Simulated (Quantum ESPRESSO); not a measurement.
## Ti in Quantum ESPRESSO: the effect of strain

The system is Ti.

```
Ti
1.0
     0.00000    2.03000    2.03000
     1.94880    0.00000    2.03000
     1.94880    2.03000    0.00000
Ti
1
Direct
  0.00000 0.00000 0.00000
```

This isn't the form of Ti at room conditions, which is hcp.

Alike in all runs:

- Program: Quantum ESPRESSO 7.5
- Task: single point
- Functional: PBEsol
- Potentials or basis: GBRV 1.5 PBEsol
- Cutoff: 612 eV
- Density cutoff: 4898 eV
- k mesh: 11 × 11 × 11
- Occupations: fermi-dirac, width 0.05 eV
- Spin: no spin polarisation
- Kind of strain: uniaxial_x
- Mixing beta: 0.5
- Most SCF iterations: 120
- SCF threshold: 2e-10 Ry

Q: One run gave: pressure 4.4 GPa. Which strain did it use?
A. -0.02
B. 0
C. -0.04
D. 0.02
E. 0.04

A: C.

```tsv
strain	pressure (GPa)
-0.04	4.4
-0.02	1.8
-0.01	0.6
0	-0.5
0.01	-1.6
0.02	-2.7
0.04	-4.6
```
